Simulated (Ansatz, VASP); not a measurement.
**InSb in two plane-wave programs**

One calculation is typed for both programs; each brings its own data sets. How far apart do they land? The structure shown is the end of the Ansatz relaxation below.

Calculated with Ansatz 0.2.0; plane waves, with VASP 6.6.1 beside it; single point at PBEsol.

**1. The structure**

Symmetry: I-4m2, No. 119, tetragonal system. The conventional cell has a = 4.665 Å, b = 4.665 Å, c = 6.326 Å, α = 90.00°, β = 90.00°, γ = 90.00°. Nearest to Sb lie 4 In at 2.82 Å. Nearest to In lie 4 Sb at 2.82 Å. Farther neighbours are not listed.

**2. Ansatz: relaxation, PBEsol**

Ansatz runs on its PAW soft_1 files.

This run makes the geometry at which the two programs are then compared.

File input.yaml:

```yaml
crystal:
  lattice:
    - [4.646132595, 0.0, 0.0]
    - [0.0, 4.646132595, 0.0]
    - [0.0, 0.0, 6.32605967]
  atoms:
    - { symbol: Sb, position: [0.5, 0.0, 0.75] }
    - { symbol: Sb, position: [1.0, 0.5, 0.25] }
    - { symbol: In, position: [0.0, 0.0, 0.0] }
    - { symbol: In, position: [0.5, 0.5, 0.5] }
kpoints:
  mp_grid: { grid: [6, 6, 4] }
scf:
  occupations: { method: fermi_dirac, width: 0.02 }
hamiltonian:
  xc: pbesol
  pseudopotentials: { kind: paw, azcp: { folder: soft_1 }, xc_functional: pbe }
basis:
  ecutwfc: 600
output:
  forces: true
  stress: true
  write_density: true
  write_potential: true
  elf: true
  volumetric_format: npy
relax:
  f_tol: 0.005
  max_steps: 70
  cell: { stress_tol: 0.02, p_target: 0, fix: [c, alpha, beta, gamma] }
```

Run with:

```
> ansatz run input.yaml --threads 4 --pin off --max-ram 10240MiB --backend cpu --events-out ev --progress --plain --runs-dir out
```

Numbers of over 12 decimals in the logs are rounded to 6 here.

The log of the run:

```text
Engine: ansatz 0.2.0, aarch64-unknown-linux-gnu
Pseudopotentials: kind: paw
Pseudopotential: Sb, paw, valence charge 15, recommended cutoff 420 eV (normal), soft_1/Sb.paw.azcp
Pseudopotential: In, paw, valence charge 13, recommended cutoff 420 eV (normal), soft_1/In.paw.azcp
Functional definition: PBEsol
  exchange = pbesol_x
  correlation = pbesol_c
Crystal: 4 atoms, lattice volume = 136.558 Å³
Basis set: ecut = 600 eV, 4573 PW (Γ), exchange–correlation on 80×80×108 points (8 copies of the dense FFT grid, shifted against one another)
Bands: 34, of which v1, the nominal top of the filled ones, is band 28 counted from 1 (27 counted from 0)
Symmetry: 16 space group operations
Space group: I-4m2 (ITA 119), of the structure as read, at distance tolerance 5.1e-5 Å
k-points: 30 of 144 (time reversal used)
Non-local potential: Sb, projectors of the file, l = 0: 2, l = 1: 2, l = 2: 2, l = 3: 1
Non-local potential: In, projectors of the file, l = 0: 2, l = 1: 2, l = 2: 2, l = 3: 1
PAW form: soft (Blöchl's): semilocal exchange-correlation on the pseudo side does not see the compensation charge
PAW frozen core: Sb, regenerated for the run's functional, and the local potential with it (the file was generated under x = pbe(κ = 0.804, μ = 0.219515), c = pbe(β = 0.066725))
PAW frozen core: In, regenerated for the run's functional, and the local potential with it (the file was generated under x = pbe(κ = 0.804, μ = 0.219515), c = pbe(β = 0.066725))
PAW one-centre angular grid: Sb, 590 points (default); XC on 64 Gauss nodes
PAW one-centre angular grid: In, 590 points (default); XC on 64 Gauss nodes
Initial density: superposition of atomic densities (chi_scale 0.1, normalization cell, long waves kept (reshape's long-wave potential 0.00 eV rms))
Initial wavefunctions: pseudopotential atomic-orbital guess
Functional: x = pbesol(κ = 0.804, μ = 0.123457), c = pbesol(β = 0.046)
SCF iter   1: F=—  HF=-23867.654930 eV  |F-HF|=—  |Δ(HF+E_count)|=         —  Δρ=2.17e-2  dr2=5.62e-1  ethr=3.10e-3  ⟨swp⟩=7.4  Hψ=4907  notcnv=0
preconditioner: auto → Resta (q_TF=auto, 2.352 Å⁻¹)  ε∞=3.1  [insulator: Δε(μ)=0.187 eV  Ē_g=13.285 eV  σ=0.020 eV  W_gap=0.98  n_scr=28 (ndim 8)  ℏωp=19.1 eV  f_vac=0.015  D(μ)=0.02/eV (n_scr^D=0)  ε∞_Penn≈3.1]
SCF iter   2: F=—  HF=-23867.577962 eV  |F-HF|=—  |Δ(HF+E_count)|=   7.70e-2  Δρ=1.28e-2  dr2=2.06e-1  ethr=1.00e-3  ⟨swp⟩=2.0  Hψ=1374  notcnv=0  defer=50
SCF iter   3: F=—  HF=-23867.552199 eV  |F-HF|=—  |Δ(HF+E_count)|=   2.58e-2  Δρ=1.45e-3  dr2=4.32e-3  ethr=3.68e-4  ⟨swp⟩=3.0  Hψ=1935  notcnv=0  defer=52
SCF iter   4: F=—  HF=-23867.553784 eV  |F-HF|=—  |Δ(HF+E_count)|=   1.58e-3  Δρ=5.09e-4  dr2=6.40e-4  ethr=7.72e-6  ⟨swp⟩=2.0  Hψ=1631  notcnv=0  defer=52
SCF iter   5: F=—  HF=-23867.554420 eV  |F-HF|=—  |Δ(HF+E_count)|=   6.36e-4  Δρ=2.16e-4  dr2=8.15e-5  ethr=1.14e-6  ⟨swp⟩=2.0  Hψ=1615  notcnv=0  defer=52
SCF iter   6: F=—  HF=-23867.554457 eV  |F-HF|=—  |Δ(HF+E_count)|=   3.67e-5  Δρ=4.40e-5  dr2=1.87e-6  ethr=1.46e-7  ⟨swp⟩=2.9  Hψ=1768  notcnv=0  defer=52
SCF iter   7: F=-23867.554463 eV  HF=-23867.554463 eV  |F-HF|=9.99e-8  |Δ(HF+E_count)|=   5.93e-6  Δρ=4.91e-6  dr2=3.09e-8  ethr=1.79e-10  ⟨swp⟩=7.8  Hψ=7421  notcnv=0
SCF 1 converged in 7 iterations: F = -23867.554463 eV  dr2 = 3.09e-8
  greatest PAW one-centre occupation: 0.996 electrons in one spin orbital (limit 2), on the Sb atom at site 1 (counted from 0), in its partial waves of l = 2
relax step   1: F+E_penalty+E_count = -23867.55446268 eV  Δ(F+E_penalty+E_count) = +0.000e0 eV  max|allowed force component| = 3.383e-17 eV/Å  Δτ_max = 0.0000 Å  P = +0.665 GPa  Ω = 136.558 Å³  fix = [c, alpha, beta, gamma]  reactions: c +1.176 GPa  (7 SCF iters, dr2 threshold 1.00e-7 eV, accepted)
[...]
relax step   2: F+E_penalty+E_count = -23867.55541968 eV  Δ(F+E_penalty+E_count) = -9.570e-4 eV  max|allowed force component| = 2.776e-17 eV/Å  Δτ_max = 0.0000 Å  P = +0.090 GPa  Ω = 138.304 Å³  energy of the carried Pulay correction = -3.475e-5 eV  fix = [c, alpha, beta, gamma]  reactions: c +0.710 GPa  (4 SCF iters, dr2 threshold 4.00e-7 eV, accepted)
[...]
relax step   3: F+E_penalty+E_count = -23867.55586258 eV  Δ(F+E_penalty+E_count) = -4.429e-4 eV  max|allowed force component| = 1.041e-17 eV/Å  Δτ_max = 0.0000 Å  P = +0.288 GPa  Ω = 137.689 Å³  energy of the carried Pulay correction = -2.258e-5 eV  fix = [c, alpha, beta, gamma]  reactions: c +0.870 GPa  (4 SCF iters, dr2 threshold 1.22e-7 eV, accepted)
[...]
relax step   4: F+E_penalty+E_count = -23867.55588494 eV  Δ(F+E_penalty+E_count) = -2.236e-5 eV  max|allowed force component| = 3.469e-17 eV/Å  Δτ_max = 0.0000 Å  P = +0.288 GPa  Ω = 137.689 Å³  fix = [c, alpha, beta, gamma]  reactions: c +0.870 GPa  stress off target by 3.21e-3 GPa on what of the cell is left free  SCF on the basis re-selected at this cell (its energy is not comparable with the rows above)  (7 SCF iters)
basis re-selected at this cell: Δ(F+E_penalty+E_count) = -2.236e-5 eV, ΔP = -0.000 GPa vs the last step (what re-selecting the basis moved, of the pressure what is left beyond the Pulay correction that the steps carried, after the strain that the cell walked since its last selection, with what the two solves' SCF thresholds leave and, on support functions, any second-order correction that the steps lacked; it is no m [...]
SCF converged after 7 iterations
Free energy (F): -23867.555885 eV
Harris-Foulkes:  -23867.555885 eV  (|F-HF|=3.64e-12)
Internal energy: -23867.555847 eV  (E = F + TS)
E sigma→0 (E₀):  -23867.555866 eV
Entropy (-TS):   -0.000038 eV (-0.009 meV/atom)
Fermi energy:    7.242609 eV
--- Per-component energies (eV) ---
  E_band       = -527.721674
  E_kinetic    = 765.526793
  E_local      = -6281.353491  (includes V_loc(G=0)·N_el)
  E_nonlocal   = 1441.657481
  E_hartree    = 2591.128596
  E_xc         = -478.451619
  E_vxc        = -359.302842  (∫ρ·V_xc dr)
  E_paw        = -17215.520250  (= ΣΔE_a)
  E_vpaw       = -1276.506686  (= ΣTr[D̂ρ^β])
  E_aug_tail   = -0.000077  (compensation charges beyond the density's cutoff)
  E_ewald      = -4691.678796
  E_core_change = 1.135517  (= ΣΔE_core)
  E_smearing   = -0.000038  (= −TS)
  E_closure    = -0.000000  (closes the sum)
  Σ components = -23867.555885   (vs F -23867.555885, Δ=0.00e0)
--- Forces (eV/Å), atoms counted from 1 ---
  atom   1  Sb     0.00000000     0.00000000    -0.00000000
  atom   2  Sb    -0.00000000    -0.00000000    -0.00000000
  atom   3  In    -0.00000000    -0.00000000     0.00000000
  atom   4  In    -0.00000000    -0.00000000     0.00000000
  max |Σ_I F_I| component: 2.78e-17 eV/Å
--- Stress (GPa, compression-positive) ---
       -0.003215       0.000000       0.000000
        0.000000      -0.003215       0.000000
        0.000000      -0.000000       0.869611
  P = ⅓ Tr σ = 0.2877 GPa (2.877 kbar)
--- Band table (eV; the first three rows and the last of 30) ---
  k-point 0: bands = [... 24 lower, 4.8360, 6.8561, 7.1399, 7.1399, 7.3312, 8.2859, 8.3640, 10.0993, ... 2 higher]
  k-point 1: bands = [... 24 lower, 5.0585, 5.2921, 6.5771, 6.5771, 8.1800, 8.7245, 8.9691, 9.5698, ... 2 higher]
  k-point 2: bands = [... 24 lower, 5.6899, 5.6899, 5.6899, 5.6899, 8.5349, 8.5349, 9.7005, 9.7005, ... 2 higher]
  k-point 29: bands = [... 24 lower, 4.3854, 4.3854, 4.5018, 4.5018, 10.8836, 10.8836, 11.3250, 11.3250, ... 2 higher]
--- Relaxed structure (3 steps of the walk, 3 accepted, 1 SCFs on fresh bases) ---
  F+E_penalty+E_count = -23867.55588494 eV   max|allowed force component| = 3.469e-17 eV/Å   (the final SCF, on the basis selected at the relaxed cell)
  cell:  # Å, volume = 137.6890 Å³
    - [4.665337, 0, 0]
    - [0, 4.665337, 0]
    - [0, 0, 6.32605967]
  atoms:
    - { symbol: Sb, position: [0.5, 0, 0.75] }
    - { symbol: Sb, position: [1.0, 0.5, 0.250000] }
    - { symbol: In, position: [0, 0, 0] }
    - { symbol: In, position: [0.5, 0.5, 0.500000] }
```

The column dr2 measures how far the density is from self-consistency, as an energy; F and HF (Harris–Foulkes) agree once it is small.

**3. VASP: single point, PBEsol, pair 1**

The same cell, functional, mesh and smearing now go to VASP, with its own data sets.

Lines of VASP's logs that name or quote its potential files are left out, and so is its time.

File INCAR:

```
SYSTEM = InSb
PREC = Accurate
ENCUT = 500
EDIFF = 1E-06
NELM = 120
ISMEAR = -1
SIGMA = 0.02
LREAL = .FALSE.
ALGO = Normal
GGA = PS
NBANDS = 24
LORBIT = 11
LWAVE = .FALSE.
LCHARG = .FALSE.
ISIF = 2
LASPH = .TRUE.
GGA_COMPAT = .FALSE.
EFERMI = MIDGAP
KPAR = 2
```

File POSCAR:

```
InSb
1.0
    4.6653370744      0.0000000000      0.0000000000
    0.0000000000      4.6653370744      0.0000000000
    0.0000000000      0.0000000000      6.3260596700
Sb In
2 2
Direct
    0.5000000000      0.0000000000      0.7500000000
    0.0000000000      0.5000000000      0.2500000000
    0.0000000000      0.0000000000      0.0000000000
    0.5000000000      0.5000000000      0.5000000000
```

File KPOINTS:

```
Automatic mesh
0
Gamma
6 6 4
0 0 0
```

The projector-augmented-wave data sets are Sb and In_d (PBE family, release 64).

Run with:

```
> mpirun -np 2 vasp_std
```

The log of the run:

```text
[banner, memory and clock lines left out]
running    2 mpi-ranks, on    1 nodes
 distrk:  each k-point on    1 cores,    2 groups
 distr:  one band on    1 cores,    1 groups

 POSCAR found type information on POSCAR SbIn
 POSCAR found :  2 types and       4 ions
|                                                                             |
|               ----> ADVICE to this user running VASP <----                  |
|                                                                             |
|     You enforced a specific xc type in the INCAR file but a different       |
|     [... a line on the potential file left out ...]
|     I HOPE YOU KNOW WHAT YOU ARE DOING!                                     |
|                                                                             |

 LDA part: xc-table for (Slater+PW92), standard interpolation
 POSCAR, INCAR and KPOINTS ok, starting setup
 FFT: planning ... GRIDC
 FFT: planning ... GRID_SOFT
 FFT: planning ... GRID
 WAVECAR not read
 entering main loop
       N       E                     dE             d eps       ncg     rms          rms(c)
DAV:   1     0.277146880677E+03    0.27715E+03   -0.15199E+04  1440   0.146E+03
DAV:   2     0.725798075185E+01   -0.26989E+03   -0.26511E+03  1528   0.361E+02
DAV:   3    -0.148972265396E+02   -0.22155E+02   -0.21941E+02  1856   0.121E+02
DAV:   4    -0.156187259835E+02   -0.72150E+00   -0.72124E+00  1728   0.262E+01
DAV:   5    -0.156621360144E+02   -0.43410E-01   -0.43409E-01  2376   0.511E+00    0.566E+00
DAV:   6    -0.154209406301E+02    0.24120E+00   -0.44472E-01  1968   0.913E+00    0.315E+00
DAV:   7    -0.153775959496E+02    0.43345E-01   -0.20834E-01  2240   0.375E+00    0.857E-01
DAV:   8    -0.153751837526E+02    0.24122E-02   -0.21577E-02  1888   0.176E+00    0.376E-01
DAV:   9    -0.153757329015E+02   -0.54915E-03   -0.16217E-03  2000   0.422E-01    0.120E-01
DAV:  10    -0.153759149214E+02   -0.18202E-03   -0.21190E-04  1648   0.116E-01    0.274E-02
DAV:  11    -0.153759339434E+02   -0.19022E-04   -0.23056E-05  1792   0.426E-02    0.117E-02
DAV:  12    -0.153759387100E+02   -0.47666E-05   -0.15477E-05  1352   0.317E-02    0.690E-03
DAV:  13    -0.153759379815E+02    0.72842E-06   -0.21959E-06  1392   0.123E-02
   1 F= -.15375938E+02 E0= -.15375919E+02  d E =-.376416E-04
```

Parts of OUTCAR (step 3):

```text
ion  position               nearest neighbor table
   1  0.500  0.000  0.750-   3 2.82   4 2.82   4 2.82   3 2.82
   2  0.000  0.500  0.250-   3 2.82   4 2.82   3 2.82   4 2.82
   3  0.000  0.000  0.000-   1 2.82   2 2.82   2 2.82   1 2.82
   4  0.500  0.500  0.500-   1 2.82   2 2.82   1 2.82   2 2.82

  LATTYP: Found a simple tetragonal cell.
 ALAT       =     4.6653370744
 C/A-ratio  =     1.3559705481

 Subroutine GETGRP returns: Found  8 space group operations
 (whereof  8 operations were pure point group operations)

The static configuration has the point symmetry D_2d.

 Found     30 irreducible k-points:

   k-points           NKPTS =     30   k-points in BZ     NKDIM =     30   number of bands    NBANDS=     24

   dimension x,y,z NGX =    36 NGY =   36 NGZ =   48
   dimension x,y,z NGXF=    72 NGYF=   72 NGZF=   96

   ENCUT  =  500.0 eV  36.75 Ry    6.06 a.u.   8.51  8.51 11.53*2*pi/ulx,y,z

   NELECT =      36.0000    total number of electrons

 k-points in reciprocal lattice and weights: Automatic mesh
   0.00000000  0.00000000  0.00000000       0.007
   0.16666667  0.00000000  0.00000000       0.028
   0.33333333  0.00000000  0.00000000       0.028
   0.50000000  0.00000000  0.00000000       0.014
   0.16666667  0.16666667  0.00000000       0.028
   0.33333333  0.16666667  0.00000000       0.056
   0.50000000  0.16666667  0.00000000       0.028
   0.33333333  0.33333333  0.00000000       0.028
   0.50000000  0.33333333  0.00000000       0.028
[...]
0.50000000  0.33333333  0.50000000       0.028
   0.50000000  0.50000000  0.50000000       0.007

 average (electrostatic) potential at core
       1 -87.2004       2 -87.2004       3 -96.2143       4 -96.2143

 E-fermi :   4.8702

 k-point     1 :       0.0000    0.0000    0.0000
  band No.  band energies     occupation
    ...
     14       2.4560      2.00000
     15       2.4560      2.00000
     16       4.4914      2.00000
     17       4.7673      1.98837
     18       4.7673      1.98837
     19       4.9589      0.02334
     20       5.9028      0.00000
     21       5.9812      0.00000
     22       7.7130      0.00000
     23       7.8044      0.00000
    ...

 k-point     2 :       0.1667    0.0000    0.0000
  band No.  band energies     occupation
    ...
     14       1.9718      2.00000
     15       2.6092      2.00000
     16       2.8193      2.00000
     17       4.3702      2.00000
     18       4.6416      1.99998
     19       5.9196      0.00000
     20       6.0672      0.00000
     21       7.1280      0.00000
     22       7.9459      0.00000
     23       7.9678      0.00000
    ...

 k-point     3 :       0.3333    0.0000    0.0000
  band No.  band energies     occupation
    ...
     14       1.1737      2.00000
     15       1.7143      2.00000
     16       3.0382      2.00000
     17       3.2204      2.00000
     18       4.2442      2.00000
     19       6.3895      0.00000
     20       6.4904      0.00000
     21       8.4685      0.00000
     22       8.5424      0.00000
     23       9.2072      0.00000
    ...

  Total        0.0130526      0.0130526      0.7640129      0.0000000      0.0000000      0.0000000
  in kB        0.1518830      0.1518830      8.8902084      0.0000000      0.0000000      0.0000000
  external PRESSURE =       3.0646581 kB  Pullay stress =       0.0000000 kB

  energy-cutoff  :      500.00
  volume of cell :      137.69
      direct lattice vectors                 reciprocal lattice vectors
     4.665337074  0.000000000  0.000000000     0.214346784  0.000000000  0.000000000
     0.000000000  4.665337074  0.000000000     0.000000000  0.214346784  0.000000000
     0.000000000  0.000000000  6.326059670     0.000000000  0.000000000  0.158076283

 POSITION                                       TOTAL-FORCE (eV/Angst)
 -----------------------------------------------------------------------------------
      2.33267      0.00000      4.74454         0.000000     -0.000000      0.000000
      0.00000      2.33267      1.58151         0.000000     -0.000000      0.000000
      0.00000      0.00000      0.00000        -0.000000      0.000000      0.000000
      2.33267      2.33267      3.16303        -0.000000     -0.000000     -0.000000
 -----------------------------------------------------------------------------------
    total drift:                                0.000000      0.000000      0.000000

  FREE ENERGIE OF THE ION-ELECTRON SYSTEM (eV)
  ---------------------------------------------------
  free  energy   TOTEN  =       -15.3759379815 eV

  energy  without entropy=      -15.3759003399  energy(sigma->0) =      -15.37591916

 total charge
# of ion       s       p       d       tot
------------------------------------------
    1        1.141   1.321   0.020   2.482
    2        1.141   1.321   0.020   2.482
    3        0.872   0.705   9.864  11.442
    4        0.872   0.705   9.864  11.442
--------------------------------------------------
tot          4.026   4.054  19.767  27.847

[... 3 further parts left out ...]
```

The run ends at a pressure of 0.31 GPa.

**4. Differences**

Known differences besides the potentials themselves: the data sets hold 56 valence electrons in Ansatz (on its PAW soft_1 files) and 36 in VASP; the cutoff is 600 eV in Ansatz and 500 eV in VASP; Ansatz makes its cores anew for this functional, VASP keeps those of its PBE data sets; Ansatz's pressure holds a Pulay correction, VASP's none. Total energies have different zeros and are not compared.

Both answers:

```csv
quantity,Ansatz,VASP,difference
pressure (GPa),0.29,0.31,-0.02
gap on the k mesh (eV),0.191,0.192,0.000
```

A gap on the mesh is an upper bound, since the band edges may lie between its points.

**5. Ansatz: relaxation, PBEsol**

This run makes the geometry at which the two programs are then compared. The cell compared in this pair holds 138.08 Å³, against 137.69 Å³ for the pair before.

The structure compared here is the end of the Ansatz relaxation.

input.yaml, the sections that differ from step 2:

```yaml
crystal:
  lattice:
    - [4.63460373, 0.0, 0.0]
    - [0.0, 4.63460373, 0.0]
    - [0.0, 0.0, 6.39127678]
  atoms:
    - { symbol: Sb, position: [0.5, 0.0, 0.75] }
    - { symbol: Sb, position: [1.0, 0.5, 0.25] }
    - { symbol: In, position: [0.0, 0.0, 0.0] }
    - { symbol: In, position: [0.5, 0.5, 0.5] }
output:
  forces: true
  stress: true
# kpoints, scf, hamiltonian, basis, relax: as in step 2
```

Run with:

```
> ansatz run input.yaml --threads 4 --pin off --max-ram 10240MiB --backend cpu --events-out ev --progress --plain --runs-dir out
```

The log of the run:

```text
[...]
Crystal: 4 atoms, lattice volume = 137.282 Å³
Basis set: ecut = 600 eV, 4589 PW (Γ), exchange–correlation on 80×80×108 points (8 copies of the dense FFT grid, shifted against one another)
Bands: 34, of which v1, the nominal top of the filled ones, is band 28 counted from 1 (27 counted from 0)
Symmetry: 16 space group operations
[...]
0.000000       0.000000       0.534015
  P = ⅓ Tr σ = 0.1771 GPa (1.771 kbar)
--- Relaxed structure (3 steps of the walk, 3 accepted, 1 SCFs on fresh bases) ---
[...]
cell:  # Å, volume = 138.0814 Å³
    - [4.648081, 0, 0]
    - [0, 4.648081, 0]
    - [0, 0, 6.39127678]
  atoms:
    - { symbol: Sb, position: [0.5, 0, 0.750000] }
    - { symbol: Sb, position: [1.0, 0.5, 0.250000] }
    - { symbol: In, position: [0, 0, 0] }
    - { symbol: In, position: [0.5, 0.5, 0.500000] }
[key lines of the parts left out:]
SCF converged after 6 iterations
Free energy (F): -23867.562106 eV
Fermi energy:    7.197331 eV
```

(Continued in part 2 of 2.)

[Lines on the potential files, build, host, timing and source positions are cut from VASP's logs without a mark.]

[Logs are printed without paths, hosts, clocks, repeated set-up lines and the standing remarks that a program may print on its own settings, such as how far it seeks lower states.]

[Hosts, paths, dates, database ids (printed as entryN), source tags and the programs' standing remarks are cut or masked in the printed files.]
